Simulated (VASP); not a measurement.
NaF (Villiaumite) under changes of volume

One of the cells (12.737 Å³/atom); the others are scaled copies at fixed shape and fractional positions:

```
CELL_PARAMETERS angstrom
0.00000 2.33536 2.33536
2.33536 0.00000 2.33536
2.33536 2.33536 0.00000
ATOMIC_POSITIONS crystal
Na 0.00000 0.00000 0.00000
F 0.50000 0.50000 0.50000
```

* Program: VASP 6.6.1
* Functional: PBEsol
* Potentials or basis: VASP PAW PBE potentials, release 64 (Na_pv, F)
* Cutoff: 520 eV
* k mesh: 10 × 10 × 10
* Occupations: fermi-dirac, width 0.05 eV
* Spin: no spin polarisation

| volume (Å³/atom) | energy over the lowest point (meV/atom) | pressure (GPa) | gap on the mesh (eV) |
| --- | --- | --- | --- |
| 11.738 | ? | ? | ? |
| 11.988 | 2.33 | 1.8 | 6.36 |
| 12.237 | 0.00 | 0.7 | 6.25 |
| 12.737 | 0.22 | -1.2 | 6.04 |
| 12.987 | 2.43 | -2.1 | 5.94 |
| 13.236 | 5.86 | -2.8 | 5.85 |

What does the run at 11.738 Å³/atom give?

Energy over the lowest point 6.51 meV/atom; pressure 3.1 GPa; gap on the mesh 6.47 eV.

Worked out: A Birch-Murnaghan fit of order 3 (a polynomial in V^(-2/3)) to the other rows has its minimum at 12.46 Å³/atom with B0 = V·E''(V) = 49 GPa and B' = 4.4. It gives 6.55 meV/atom at 11.738 Å³/atom, against the run's 6.51, and -dE/dV = 3.4 GPa, against 3.1. A straight line through the other rows of the gap, of slope -5.17 eV per unit of ln V (its deformation potential), extrapolates to 6.47 eV, against the run's 6.47.

Energies are extrapolated to zero smearing.

Caveats: the PAW data sets were made with another functional, which shifts forces and pressure a little.

A mesh can miss the band edges.
